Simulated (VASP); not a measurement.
# GaP (Cmcm) in VASP: notebook

The runs below take GaP through relaxation of cell and atoms, with PBEsol.

Everything below comes from runs of VASP 6.6.1. Logs are shortened: lines on timing, memory, paths and dates and some standing lists are left out, and cuts for length are marked.

## Step 1: The crystal as given

Symmetry: Cmcm, No. 63, orthorhombic system. Conventional cell: a = 4.621 Å, b = 4.927 Å, c = 13.335 Å, α = 90.00°, β = 90.00°, γ = 90.00°. P (site symmetry m) has 1 P at 2.17 Å and 3 Ga at 2.33 to 2.46 Å as nearest neighbours. Around P (site symmetry m2m) lie 6 Ga at 2.31 to 2.58 Å. Ga (site symmetry m) has 6 P at 2.33 to 2.56 Å and 2 Ga at 2.61 to 2.64 Å as nearest neighbours. Ga (site symmetry m2m) has 6 P at 2.31 to 2.58 Å and 2 Ga at 2.61 Å as nearest neighbours.

Measurements of this composition are mostly on another form, of space group No. 216.

## Step 2: Relaxation of cell and atoms, PBEsol, target pressure 30.7 GPa, at which the enthalpy is minimised

Input file INCAR:

```
PREC = Accurate ; ENCUT = 600
EDIFF = 1E-6 ; ISMEAR = 0
SIGMA = 0.03 ; LREAL = False
LASPH = True ; NELM = 80
ALGO = Normal ; ISIF = 3
LWAVE = False ; LCHARG = False
GGA = PS ; IBRION = 2
NSW = 90 ; EDIFFG = -0.01
PSTRESS = 307.0 ; KPAR = 4
```

Input file KPOINTS:

```
Automatic mesh
0
Gamma
  8 8 2
```

Input file POSCAR:

```
GaP
1.0
    2.3105000000     -2.4635000000      0.0000000000
    2.3105000000      2.4635000000      0.0000000000
    0.0000000000      0.0000000000     13.3350000000
P Ga
6 6
Direct
    0.6110000000      0.3890000000      0.0703000000
    0.3890000000      0.6110000000      0.9297000000
    0.3890000000      0.6110000000      0.5703000000
    0.6110000000      0.3890000000      0.4297000000
    0.8916000000      0.1084000000      0.2500000000
    0.1084000000      0.8916000000      0.7500000000
    0.8936000000      0.1064000000      0.5909000000
    0.1064000000      0.8936000000      0.4091000000
    0.1064000000      0.8936000000      0.0909000000
    0.8936000000      0.1064000000      0.9091000000
    0.4151000000      0.5849000000      0.2500000000
    0.5849000000      0.4151000000      0.7500000000
```

Potentials or basis: VASP PAW PBE potentials, release 64 (P, Ga_d).

The run is started by

```sh
$ cat potpaw_PBE.64/P/POTCAR potpaw_PBE.64/Ga_d/POTCAR > POTCAR
$ mpirun -np 4 vasp_std > vasp.out
```

OUTCAR:

```text
PREC = Accurate
   ENCUT = 600
   EDIFF = 1E-6
   ISMEAR = 0
   LREAL = False
   LASPH = True
   NELM = 80
   ISIF = 3
   GGA = PS
   IBRION = 2
   NSW = 90
   EDIFFG = -0.01
   PSTRESS = 307.0

 ion  position               nearest neighbor table
   1  0.611  0.389  0.070-   2 2.17   9 2.33   9 2.33   9 2.46   9 2.50  10 2.56  11 2.58   5 2.77

   2  0.389  0.611  0.930-   1 2.17  10 2.33  10 2.33  10 2.46  10 2.50   9 2.56  12 2.58   6 2.77

   3  0.389  0.611  0.570-   4 2.17   7 2.33   7 2.33   7 2.46   7 2.50   8 2.56  12 2.58   6 2.77
[... 15 lines left out ...]
  11  0.415  0.585  0.250-   5 2.31   5 2.31   5 2.35   5 2.58   4 2.58   1 2.58   8 2.61   9 2.61

  12  0.585  0.415  0.750-   6 2.31   6 2.31   6 2.35   6 2.58   2 2.58   3 2.58  10 2.61   7 2.61

  LATTYP: Found a base centered orthorhombic cell.
 ALAT       =     4.6210000000
 B/A-ratio  =     1.0662194330
 C/A-ratio  =     2.8857390175

  Lattice vectors:

 A1 = (   2.3105000000,  -2.4635000000,   0.0000000000)
 A2 = (   2.3105000000,   2.4635000000,   0.0000000000)
 A3 = (   0.0000000000,   0.0000000000,  13.3350000000)

Analysis of symmetry for initial positions (statically):
=====================================================================
 Subroutine PRICEL returns:
 Original cell was already a primitive cell.

 Routine SETGRP: Setting up the symmetry group for a
 base centered orthorhombic supercell.

 Subroutine GETGRP returns: Found  8 space group operations
 (whereof  4 operations were pure point group operations)
 out of a pool of  8 trial point group operations.

The static configuration has the point symmetry C_2h.
 The point group associated with its full space group is D_2h.

Analysis of symmetry for dynamics (positions and initial velocities):
=====================================================================
 Subroutine PRICEL returns:
 Original cell was already a primitive cell.

 Routine SETGRP: Setting up the symmetry group for a
 base centered orthorhombic supercell.

 Subroutine GETGRP returns: Found  8 space group operations
 (whereof  4 operations were pure point group operations)
 out of a pool of  8 trial point group operations.

The dynamic configuration has the point symmetry C_2h.
 The point group associated with its full space group is D_2h.

 Subroutine INISYM returns: Found  8 space group operations
 (whereof  4 operations are pure point group operations),
 and found     1 'primitive' translations

----------------------------------------------------------------------------------------

                                     Primitive cell

  volume of cell :     151.8034

  direct lattice vectors                    reciprocal lattice vectors
     2.310500000 -2.463500000  0.000000000     0.216403376 -0.202963264  0.000000000
     2.310500000  2.463500000  0.000000000     0.216403376  0.202963264  0.000000000
     0.000000000  0.000000000 13.335000000     0.000000000  0.000000000  0.074990626

  length of vectors
     3.377460955  3.377460955 13.335000000     0.296689244  0.296689244  0.074990626

  position of ions in fractional coordinates (direct lattice)
     0.611000000  0.389000000  0.070300000
     0.389000000  0.611000000  0.929700000
     0.389000000  0.611000000  0.570300000
     0.611000000  0.389000000  0.429700000
     0.891600000  0.108400000  0.250000000
     0.108400000  0.891600000  0.750000000
     0.893600000  0.106400000  0.590900000
     0.106400000  0.893600000  0.409100000
     0.106400000  0.893600000  0.090900000
     0.893600000  0.106400000  0.909100000
     0.415100000  0.584900000  0.250000000
     0.584900000  0.415100000  0.750000000

  ion indices of the primitive-cell ions
   primitive index   ion index
                 1           1
                 2           2
                 3           3
                 4           4
                 5           5
                 6           6
                 7           7
                 8           8
                 9           9
                10          10
                11          11
                12          12

----------------------------------------------------------------------------------------

 KPOINTS: Automatic mesh

Automatic generation of k-mesh.
 Grid dimensions read from file:
 generate k-points for:    8    8    2

 Generating k-lattice:

  Cartesian coordinates                     Fractional coordinates (reciprocal lattice)
     0.027050422 -0.025370408  0.000000000     0.125000000 -0.000000000  0.000000000
     0.027050422  0.025370408  0.000000000    -0.000000000  0.125000000  0.000000000
     0.000000000  0.000000000  0.037495313     0.000000000  0.000000000  0.500000000

  Length of vectors
     0.037086155  0.037086155  0.037495313

  Shift w.r.t. Gamma in fractional coordinates (k-lattice)
     0.000000000  0.000000000  0.000000000

 Subroutine IBZKPT returns following result:
 ===========================================

 Found     42 irreducible k-points:

 Following reciprocal coordinates:
            Coordinates               Weight
  0.000000  0.000000  0.000000      1.000000
  0.125000  0.000000  0.000000      4.000000
  0.250000  0.000000  0.000000      4.000000
  0.375000  0.000000  0.000000      4.000000
  0.500000  0.000000  0.000000      2.000000
  0.125000  0.125000  0.000000      2.000000
[... 16 lines left out ...]
  0.125000  0.000000  0.500000      4.000000
  0.250000  0.000000  0.500000      4.000000
 [... further k-points ...]
   k-points           NKPTS =     42   k-points in BZ     NKDIM =     42   number of bands    NBANDS=     64
   number of dos      NEDOS =    301   number of ions     NIONS =     12
   total plane-waves  NPLWV =  84672
   dimension x,y,z NGX =    28 NGY =   28 NGZ =  108
   dimension x,y,z NGXF=    56 NGYF=   56 NGZF=  216
   ions per type =               6   6
   NGX,Y,Z   is equivalent  to a cutoff of  13.78, 13.78, 13.46 a.u.
   NGXF,Y,Z  is equivalent  to a cutoff of  27.56, 27.56, 26.93 a.u.
 SYSTEM =  unknown system
   PREC   = accura    normal or accurate (medium, high low for compatibility)
   ISTART =      0    job   : 0-new  1-cont  2-samecut
   ICHARG =      2    charge: 1-file 2-atom 10-const
   ISPIN  =      1    spin polarized calculation?
   LNONCOLLINEAR =      F non collinear calculations
   LSORBIT =      F    spin-orbit coupling
   LASPH  =      T    aspherical Exc in radial PAW
   ENCUT  =  600.0 eV  44.10 Ry    6.64 a.u.   6.75  6.75 26.63*2*pi/ulx,y,z
   NELM   =     80;   NELMIN=  2; NELMDL= -5     # of ELM steps
   EDIFF  = 0.1E-05   stopping-criterion for ELM
   LREAL  =      F    real-space projection
   EDIFFG = -.1E-01   stopping-criterion for IOM
   NSW    =     90    number of steps for IOM
   IBRION =      2    ionic relax: 0-MD 1-quasi-New 2-CG
   NFREE  =      1    steps in history (QN), initial steepest desc. (CG)
   ISIF   =      3    stress and relaxation
   ISYM   =      2    0-nonsym 1-usesym 2-fastsym
   POTIM  = 0.5000    time-step for ionic-motion
   TEBEG  =    0.0;   TEEND  =   0.0 temperature during run
   PSTRESS=  307.0 pullay stress
   NELECT =     108.0000    total number of electrons
   NUPDOWN=      -1.0000    fix difference up-down
   EMIN   =  10.00;   EMAX   =-10.00  energy-range for DOS
   EFERMI =   0.00;   METHOD = LEGACY
   ISMEAR =     0;   SIGMA  =   0.03  broadening in eV -4-tet -1-fermi 0-gaus
   EFERMI_NEDOS =   21; number of points for ismear=-14 and -15
   IALGO  =     38    algorithm
   IMIX   =      4    mixing-type and parameters
     AMIX     =   0.40;   BMIX     =  1.00
     AMIX_MAG =   1.60;   BMIX_MAG =  1.00
  volume/ion in A,a.u.               =      12.65        85.37
  Fermi-wavevector in a.u.,A,eV,Ry     =   1.461467  2.761771 29.060475  2.135885
  Thomas-Fermi vector in A             =   2.577795
   LORBIT       =      0    0 simple, 1 ext, 2 COOP (PROOUT), +10 PAW based schemes
   GGA     = PS    functional components
   LHFCALC =     F    Hartree Fock is set to
   AEXX    =    0.0000 exact exchange contribution
   IVDW    =     0    specifies the selected vdW correction
   LEPSILON=     F    determine dielectric tensor
   LRPA    =     F    only Hartree local field effects (RPA)
 conjugate gradient relaxation of ions
 non-spin polarized calculation
 Gauss-broadening in eV      SIGMA  =   0.03
  energy-cutoff  :      600.00
  volume of cell :      151.80
 maximum number of plane-waves:      5101
   NGX = 13   NGY = 13   NGZ = 53

--------------------------------------- Ionic step        1  -------------------------------------------

 number of electron     108.0000041 magnetization

 Free energy of the ion-electron system (eV)
  ---------------------------------------------------
  ext. energy  EPLUGINS =         0.00000000
  ---------------------------------------------------
  free energy    TOTEN  =       -51.26412012 eV

  energy without entropy =      -51.26306756  energy(sigma->0) =      -51.26359384

------------------------ aborting loop because EDIFF is reached ----------------------------------------

  FORCE on cell =-STRESS in cart. coord.  units (eV):
  Direction    XX          YY          ZZ          XY          YZ          ZX
  --------------------------------------------------------------------------------------
  -------------------------------------------------------------------------------------
  Total       37.8767650     35.6676518     35.7443462      0.0000000      0.0000000      0.0000000
  in kB      399.7623654    376.4467440    377.2561990      0.0000000      0.0000000      0.0000000
  external PRESSURE =      77.4884361 kB  Pullay stress =     307.0000000 kB
[... 35 lines left out ...]
--------------------------------------- Ionic step        2  -------------------------------------------

 number of electron     107.9999992 magnetization

 E-fermi :   9.6485     XC(G=0): -12.2056

 val. band max:        9.6382788491   @ k =  -0.3750   0.2500   0.0000
 cond. band min:       9.6532434108   @ k =   0.5000   0.0000   0.0000
 fundamental gap:      0.0149645617
 Fermi energy:         9.6484517317

 k-point     1 :       0.0000    0.0000    0.0000
  band No.  band energies     occupation
      1      -6.2991      2.00000
      2      -6.1085      2.00000
      3      -6.0474      2.00000
      4      -6.0058      2.00000
      5      -5.9047      2.00000
      6      -5.8039      2.00000
[... 1690 lines left out ...]
  energy  without entropy=      -52.4023125931  energy(sigma->0) =      -52.40303212

  enthalpy is  TOTEN    =       -22.3085663409 eV   P V=       30.0951852977

[... ionic steps 4 to 22 ...]

--------------------------------------- Ionic step       23  -------------------------------------------

 number of electron     107.9999992 magnetization

------------------------ aborting loop because EDIFF is reached ----------------------------------------
[... 91 lines left out ...]
--------------------------------------- Ionic step       25  -------------------------------------------

 number of electron     107.9999992 magnetization

 Free energy of the ion-electron system (eV)
  ---------------------------------------------------
  ext. energy  EPLUGINS =         0.00000000
  ---------------------------------------------------
  free energy    TOTEN  =       -52.36063671 eV

  energy without entropy =      -52.35939789  energy(sigma->0) =      -52.36001730

 E-fermi :  10.4539     XC(G=0): -12.4843

 val. band max:       10.4469034958   @ k =  -0.1250   0.1250   0.0000
 cond. band min:      10.4695934068   @ k =   0.3750   0.1250   0.0000
 fundamental gap:      0.0226899110
 Fermi energy:        10.4539430723

 k-point     1 :       0.0000    0.0000    0.0000
  band No.  band energies     occupation
      1      -6.0830      2.00000
      2      -5.7220      2.00000
      3      -5.4782      2.00000
      4      -5.4264      2.00000
      5      -5.2924      2.00000
      6      -5.2372      2.00000
[... 1642 lines left out ...]
  energy  without entropy=      -52.3593978937  energy(sigma->0) =      -52.36001730

  enthalpy is  TOTEN    =       -22.3171307265 eV   P V=       30.0435059817

 reached required accuracy - stopping structural energy minimisation
```

Wall time 33 min (4 MPI ranks of Intel Xeon Platinum 8259CL at 2.50GHz (Skylake/Cascade Lake), shared host); peak memory 0.53 GiB.

Results:

```yaml
Free_energy: -52.3606 eV
Relaxed_volume: 13.07 Å³/atom
Relaxed_cell: a = 3.415 Å, b = 3.415 Å, c = 13.465 Å, α = 90.00°, β = 90.00°, γ = 93.44°
Space_group_after_relaxing_to_0.05_Å: Cmcm (No. 63)
Energy_change_on_relaxing_the_enthalpy_is_what_falls: -91.4 meV/atom
Ionic_steps: 25
Pressure_after_relaxing: 30.7 GPa
Largest_force_after_relaxing: 0.010 eV/Å
Band_gap_on_the_k_mesh: none (metal or under the smearing width)
```

Forces in eV/Å, atoms in the order of the input:
```
P    0.000 -0.002 -0.004
P    0.000  0.002  0.004
P    0.000  0.002 -0.004
P    0.000 -0.002  0.004
P    0.000  0.010  0.000
P    0.000 -0.010  0.000
Ga   0.000 -0.003  0.006
Ga   0.000  0.003 -0.006
Ga   0.000  0.003  0.006
Ga   0.000 -0.003 -0.006
Ga   0.000  0.006  0.000
Ga   0.000 -0.006  0.000
```

Step by step:
| step | energy change (eV) | largest force (eV/Å) | pressure (GPa) | volume (Å³) |
| --- | --- | --- | --- | --- |
| 1 | 0.0000 | 0.4822 | 38.45 | 151.80 |
| 2 | -2.4568 | 0.2602 | 19.39 | 165.64 |
| 3 | -1.1396 | 0.1852 | 30.04 | 157.06 |
| 4 | -1.0872 | 0.1957 | 30.96 | 156.79 |
| 5 | -1.1148 | 0.1907 | 30.46 | 156.93 |
| 6 | -1.0787 | 0.0796 | 30.65 | 156.72 |
| 7 | -1.0615 | 0.0591 | 30.75 | 156.62 |
| 8 | -1.0695 | 0.0328 | 30.72 | 156.66 |
| 9 | -1.0748 | 0.0364 | 30.68 | 156.69 |
| 10 | -1.0676 | 0.0204 | 30.76 | 156.65 |
| 11 | -1.0652 | 0.0203 | 30.79 | 156.63 |
| 12 | -1.0870 | 0.0241 | 30.63 | 156.75 |
| 13 | -1.1039 | 0.0272 | 30.49 | 156.83 |
| 14 | -1.0979 | 0.0268 | 30.56 | 156.80 |
| 15 | -1.0887 | 0.0227 | 30.65 | 156.75 |
| 16 | -1.0814 | 0.0210 | 30.70 | 156.72 |
| 17 | -1.0668 | 0.0173 | 30.81 | 156.64 |
| 18 | -1.0728 | 0.0136 | 30.74 | 156.67 |
| 19 | -1.0856 | 0.0278 | 30.68 | 156.74 |
| 20 | -1.0871 | 0.0295 | 30.68 | 156.74 |
| 21 | -1.0842 | 0.0241 | 30.73 | 156.73 |
| 22 | -1.0807 | 0.0177 | 30.77 | 156.71 |
| 23 | -1.0969 | 0.0101 | 30.60 | 156.79 |
| 24 | -1.0959 | 0.0119 | 30.64 | 156.79 |
| 25 | -1.0965 | 0.0098 | 30.68 | 156.79 |

Final structure:
```
P Ga
1.0
     2.34152   -2.48642    0.00000
     2.34152    2.48642    0.00000
     0.00000    0.00000   13.46546
P Ga
6 6
Direct
  0.60715 0.39285 0.07229
  0.39285 0.60715 0.92771
  0.39285 0.60715 0.57229
  0.60715 0.39285 0.42771
  0.89004 0.10996 0.25000
  0.10996 0.89004 0.75000
  0.89683 0.10317 0.59102
  0.10317 0.89683 0.40898
  0.10317 0.89683 0.09102
  0.89683 0.10317 0.90898
  0.41350 0.58650 0.25000
  0.58650 0.41350 0.75000
```

Levels at points of the mesh, in eV from the Fermi level:
```csv
k point,band 51,band 52,band 53,band 54,band 55,band 56,band 57,band 58
"(0.00, 0.00, 0.00)",-2.76,-1.04,-0.89,-0.79,-0.24,-0.03,1.97,2.26
"(0.50, 0.00, 0.00)",-1.01,-0.96,-0.05,-0.04,0.66,0.80,1.28,1.48
"(0.50, 0.50, 0.00)",-3.88,-3.70,-3.67,-3.40,-2.65,-1.83,-1.15,0.66
"(0.00, 0.00, 0.50)",-1.75,-1.75,-1.49,-1.49,0.62,0.62,1.55,1.55
"(0.50, 0.00, 0.50)",-1.07,-1.07,0.34,0.34,1.00,1.00,1.51,1.51
"(0.50, 0.50, 0.50)",-4.56,-4.56,-4.08,-4.08,-1.25,-1.25,0.08,0.08
```

Caveat: the cell is relaxed towards a set pressure, so the enthalpy falls and the energy may rise; the PAW data sets were made with another functional, which shifts forces and pressure a little.

[end of part 1 of 2]
